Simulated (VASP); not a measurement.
# Si (Imma) in VASP: a series of runs, part 2 of 2

VASP 6.6.1. The steps go on from the part before.

## (4) Single point, LDA

This run uses another cell than the first one, of 20.54 Å³/atom, 0.988 times its volume.

INCAR

```
PREC     = Accurate       # precision mode
ENCUT    = 520            # plane-wave cutoff, eV
EDIFF    = 1E-6           # SCF threshold, eV
ISMEAR   = 0              # smearing method
SIGMA    = 0.1            # smearing width, eV
LREAL    = F              # projectors in reciprocal space
LASPH    = T              # aspherical terms in the spheres
NELM     = 100            # most SCF steps
ALGO     = Normal         # electronic algorithm
ISIF     = 2              # what is computed and relaxed
LWAVE    = F              # write WAVECAR
LCHARG   = F              # write CHGCAR
GGA      = CA             # functional
NBANDS   = 16             # bands
```

KPOINTS

```
Automatic mesh
0
Gamma
  4 4 6
```

POSCAR

```
Si
1.0
    3.9554811151      0.0000000000      0.0000000000
    0.0000000000      5.5938950236      0.0000000000
    0.0000000000      0.0000000000      3.7139366938
Si
4
Direct
    0.0000000000      0.0000000000      0.0000000000
    0.5000000000      0.2500000000      0.0000000000
    0.5000000000      0.5000000000      0.4999921000
    0.0000000000      0.7500000000      0.4999921000
```

Potentials or basis: VASP PAW LDA potentials, release 64 (Si).

Started as:

```console
$ cat potpaw_LDA.64/Si/POTCAR > POTCAR
$ mpirun -np 1 vasp_std > vasp.out
```

OUTCAR:

```text
PREC = Accurate
   ENCUT = 520
   EDIFF = 1E-6
   ISMEAR = 0
   LREAL = F
   LASPH = T
   NELM = 100
   ISIF = 2
   GGA = CA

 ion  position               nearest neighbor table
   1  0.000  0.000  0.000-   4 2.32   4 2.32   2 2.42   2 2.42
   2  0.500  0.250  0.000-   3 2.32   3 2.32   1 2.42   1 2.42
   3  0.500  0.500  0.500-   2 2.32   2 2.32   4 2.42   4 2.42
   4  0.000  0.750  0.500-   1 2.32   1 2.32   3 2.42   3 2.42

  LATTYP: Found a simple orthorhombic cell.
 ALAT       =     3.7139366938
 B/A-ratio  =     1.0650373017
 C/A-ratio  =     1.5061901925

  Lattice vectors:

 A1 = (   0.0000000000,   0.0000000000,   3.7139366938)
 A2 = (   3.9554811151,   0.0000000000,   0.0000000000)
 A3 = (   0.0000000000,   5.5938950236,   0.0000000000)

Analysis of symmetry for initial positions (statically):
=====================================================================
 Subroutine PRICEL returns:
 Original cell was already a primitive cell.

 Routine SETGRP: Setting up the symmetry group for a
 simple orthorhombic supercell.

 Subroutine GETGRP returns: Found  8 space group operations
 (whereof  2 operations were pure point group operations)
 out of a pool of  8 trial point group operations.

The static configuration has the point symmetry C_1h.
 The point group associated with its full space group is D_2h.

Analysis of symmetry for dynamics (positions and initial velocities):
=====================================================================
 Subroutine PRICEL returns:
 Original cell was already a primitive cell.

 Routine SETGRP: Setting up the symmetry group for a
 simple orthorhombic supercell.

 Subroutine GETGRP returns: Found  8 space group operations
 (whereof  2 operations were pure point group operations)
 out of a pool of  8 trial point group operations.

The dynamic configuration has the point symmetry C_1h.
 The point group associated with its full space group is D_2h.

 Subroutine INISYM returns: Found  8 space group operations
 (whereof  2 operations are pure point group operations),
 and found     1 'primitive' translations

----------------------------------------------------------------------------------------

                                     Primitive cell

  volume of cell :      82.1766

  direct lattice vectors                    reciprocal lattice vectors
     3.955481115  0.000000000  0.000000000     0.252813747  0.000000000  0.000000000
     0.000000000  5.593895024  0.000000000     0.000000000  0.178766315  0.000000000
     0.000000000  0.000000000  3.713936694     0.000000000  0.000000000  0.269256070

  length of vectors
     3.955481115  5.593895024  3.713936694     0.252813747  0.178766315  0.269256070

  position of ions in fractional coordinates (direct lattice)
     0.000000000  0.000000000  0.000000000
     0.500000000  0.250000000  0.000000000
     0.500000000  0.500000000  0.499992100
     0.000000000  0.750000000  0.499992100

  ion indices of the primitive-cell ions
   primitive index   ion index
                 1           1
                 2           2
                 3           3
                 4           4

[... 28 lines left out ...]
  0.000000  0.000000  0.000000      1.000000
  0.250000  0.000000  0.000000      2.000000
  0.500000  0.000000  0.000000      1.000000
  0.000000  0.250000  0.000000      2.000000
  0.250000  0.250000  0.000000      4.000000
  0.500000  0.250000  0.000000      2.000000
[... 16 lines left out ...]
  0.250000  0.250000  0.333333      8.000000
  0.500000  0.250000  0.333333      4.000000
 [... further k-points ...]
   k-points           NKPTS =     36   k-points in BZ     NKDIM =     36   number of bands    NBANDS=     16
   number of dos      NEDOS =    301   number of ions     NIONS =      4
   total plane-waves  NPLWV =  35280
   dimension x,y,z NGX =    30 NGY =   42 NGZ =   28
   dimension x,y,z NGXF=    60 NGYF=   84 NGZF=   56
   ions per type =               4
   NGX,Y,Z   is equivalent  to a cutoff of  12.61, 12.48, 12.53 a.u.
   NGXF,Y,Z  is equivalent  to a cutoff of  25.22, 24.96, 25.07 a.u.
 SYSTEM =  unknown system
   PREC   = accura    normal or accurate (medium, high low for compatibility)
   ISTART =      0    job   : 0-new  1-cont  2-samecut
   ICHARG =      2    charge: 1-file 2-atom 10-const
   ISPIN  =      1    spin polarized calculation?
   LNONCOLLINEAR =      F non collinear calculations
   LSORBIT =      F    spin-orbit coupling
   LASPH  =      T    aspherical Exc in radial PAW
   ENCUT  =  520.0 eV  38.22 Ry    6.18 a.u.   7.35 10.40  6.91*2*pi/ulx,y,z
   NELM   =    100;   NELMIN=  2; NELMDL= -5     # of ELM steps
   EDIFF  = 0.1E-05   stopping-criterion for ELM
   LREAL  =      F    real-space projection
   EDIFFG = 0.1E-04   stopping-criterion for IOM
   NSW    =      0    number of steps for IOM
   IBRION =     -1    ionic relax: 0-MD 1-quasi-New 2-CG
   NFREE  =      0    steps in history (QN), initial steepest desc. (CG)
   ISIF   =      2    stress and relaxation
   ISYM   =      2    0-nonsym 1-usesym 2-fastsym
   POTIM  = 0.5000    time-step for ionic-motion
   TEBEG  =    0.0;   TEEND  =   0.0 temperature during run
   PSTRESS=    0.0 pullay stress
   NELECT =      16.0000    total number of electrons
   NUPDOWN=      -1.0000    fix difference up-down
   EMIN   =  10.00;   EMAX   =-10.00  energy-range for DOS
   EFERMI =   0.00;   METHOD = LEGACY
   ISMEAR =     0;   SIGMA  =   0.10  broadening in eV -4-tet -1-fermi 0-gaus
   EFERMI_NEDOS =   21; number of points for ismear=-14 and -15
   IALGO  =     38    algorithm
   IMIX   =      4    mixing-type and parameters
     AMIX     =   0.40;   BMIX     =  1.00
     AMIX_MAG =   1.60;   BMIX_MAG =  1.00
  volume/ion in A,a.u.               =      20.54       138.64
  Fermi-wavevector in a.u.,A,eV,Ry     =   0.948853  1.793072 12.249616  0.900321
  Thomas-Fermi vector in A             =   2.077080
   LORBIT       =      0    0 simple, 1 ext, 2 COOP (PROOUT), +10 PAW based schemes
   GGA     = CA    functional components
   LHFCALC =     F    Hartree Fock is set to
   AEXX    =    0.0000 exact exchange contribution
   IVDW    =     0    specifies the selected vdW correction
   LEPSILON=     F    determine dielectric tensor
   LRPA    =     F    only Hartree local field effects (RPA)
 non-spin polarized calculation
 Gauss-broadening in eV      SIGMA  =   0.10
  energy-cutoff  :      520.00
  volume of cell :       82.18
 maximum number of plane-waves:      2244
 NGX is ok and might be reduce to    30
   NGX = 15   NGY = 21   NGZ = 13

 number of electron      16.0000001 magnetization

 Free energy of the ion-electron system (eV)
  ---------------------------------------------------
  ext. energy  EPLUGINS =         0.00000000
  ---------------------------------------------------
  free energy    TOTEN  =       -23.61623102 eV

  energy without entropy =      -23.61604887  energy(sigma->0) =      -23.61613994

 E-fermi :   5.8386     XC(G=0):  -9.5064

 val. band max:        5.7015991469   @ k =   0.0000   0.0000   0.0000
 cond. band min:       5.9766672390   @ k =   0.0000   0.0000   0.0000
 fundamental gap:      0.2750680921
 Fermi energy:         5.8386250147

 k-point     1 :       0.0000    0.0000    0.0000
  band No.  band energies     occupation
      1      -6.2758      2.00000
      2      -2.5951      2.00000
      3      -2.1008      2.00000
      4       2.5653      2.00000
      5       3.2403      2.00000
      6       5.3389      2.00000
[... 433 lines left out ...]
      3      -0.8944      2.00000
      4      -0.8943      2.00000
      5       1.6985      2.00000
      6       1.6986      2.00000
[... 8 lines left out ...]
     15      13.6873      0.00000
     16      13.6873      0.00000

 [... further k-points ...]

------------------------ aborting loop because EDIFF is reached ----------------------------------------

  FORCE on cell =-STRESS in cart. coord.  units (eV):
  Direction    XX          YY          ZZ          XY          YZ          ZX
  --------------------------------------------------------------------------------------
  -------------------------------------------------------------------------------------
  Total       -3.8496002     -3.0937905      1.9416576      0.0000000      0.0000000     -0.0000000
  in kB      -75.0547340    -60.3188931     37.8560326      0.0000000      0.0000000     -0.0000000
  external PRESSURE =     -32.5058648 kB  Pullay stress =       0.0000000 kB

 VOLUME and BASIS-vectors are now :
 -----------------------------------------------------------------------------
  energy-cutoff  :      520.00
  volume of cell :       82.18
      direct lattice vectors                 reciprocal lattice vectors
     3.955481115  0.000000000  0.000000000     0.252813747  0.000000000  0.000000000
     0.000000000  5.593895024  0.000000000     0.000000000  0.178766315  0.000000000
     0.000000000  0.000000000  3.713936694     0.000000000  0.000000000  0.269256070

 POSITION                                       TOTAL-FORCE (eV/Angst)
 -----------------------------------------------------------------------------------
      0.00000      0.00000      0.00000         0.000000      0.515403     -0.000330
      1.97774      1.39847      0.00000        -0.000000     -0.515403     -0.000330
      1.97774      2.79695      1.85694         0.000000      0.515403      0.000330
      0.00000      4.19542      1.85694         0.000000     -0.515403      0.000330
 -----------------------------------------------------------------------------------
    total drift:                                0.000000     -0.000000      0.000000

  FREE ENERGIE OF THE ION-ELECTRON SYSTEM (eV)
  ---------------------------------------------------
  free  energy   TOTEN  =       -23.6162310183 eV

  energy  without entropy=      -23.6160488696  energy(sigma->0) =      -23.61613994
```

Wall time 14 s (1 thread of Intel Xeon 6975P-C (Granite Rapids), shared host); peak memory 0.16 GiB.

Results:

```yaml
Free_energy: -23.6162 eV
Pressure: -3.3 GPa
Largest_force: 0.515 eV/Å
Band_gap_on_the_k_mesh: 0.28 eV
```

Forces on the atoms (eV/Å):
```
Si   0.000  0.515  0.000
Si   0.000 -0.515  0.000
Si   0.000  0.515  0.000
Si   0.000 -0.515  0.000
```

Levels at points of the mesh, in eV from the valence-band top:
```csv
k point,band 4,band 5,band 6,band 7,band 8,band 9,band 10,band 11,band 12,band 13
"(0.00, 0.00, 0.00)",-3.14,-2.46,-0.36,-0.19,0.00,0.28,1.01,1.83,1.90,2.79
"(0.50, 0.00, 0.00)",-5.60,-4.04,-4.04,-1.14,-1.14,2.60,2.60,4.77,4.77,4.84
"(0.00, 0.50, 0.00)",-3.90,-2.19,-2.19,-1.60,-1.60,1.03,1.03,2.88,2.88,5.25
"(0.50, 0.50, 0.00)",-7.01,-1.37,-1.37,-1.04,-1.04,1.30,1.30,2.99,2.99,3.63
"(0.00, 0.00, 0.50)",-5.81,-3.92,-3.92,-1.45,-1.45,2.13,2.13,4.20,4.20,4.44
"(0.50, 0.00, 0.50)",-7.85,-3.04,-3.04,-3.04,-3.04,0.39,0.39,0.39,0.39,9.29
"(0.00, 0.50, 0.50)",-7.11,-1.65,-1.65,-1.33,-1.33,0.87,0.87,2.88,2.88,3.15
"(0.50, 0.50, 0.50)",-7.72,-3.94,-3.94,-3.94,-3.94,3.76,3.76,3.76,3.76,4.36
```

A k mesh can miss the band edges. A hybrid or GW would open this gap; LDA tends to underestimate it.

## (5) Overview

```csv
cell,k mesh,smearing,gap on the mesh (eV),pressure (GPa),largest force (eV/Å)
"Imma, 20.79 Å³/atom",10 × 6 × 10,gaussian 0.01 eV,0.16,-4.6,-
"Imma, 20.54 Å³/atom",10 × 6 × 10,gaussian 0.01 eV,0.25,-3.4,0.50
"Imma, 20.54 Å³/atom",4 × 4 × 6,gaussian 0.1 eV,0.28,-3.3,0.52
```

Alike in all rows: task single point; level LDA; potentials or basis VASP PAW LDA potentials, release 64 (Si); no spin polarisation; cutoff (eV) 520.

On the cell as given the gap runs from 0.16 eV (LDA) to 0.28 eV (LDA); the meshes differ, which moves gaps too.

Absolute energies hang on the potentials; compare differences alone.
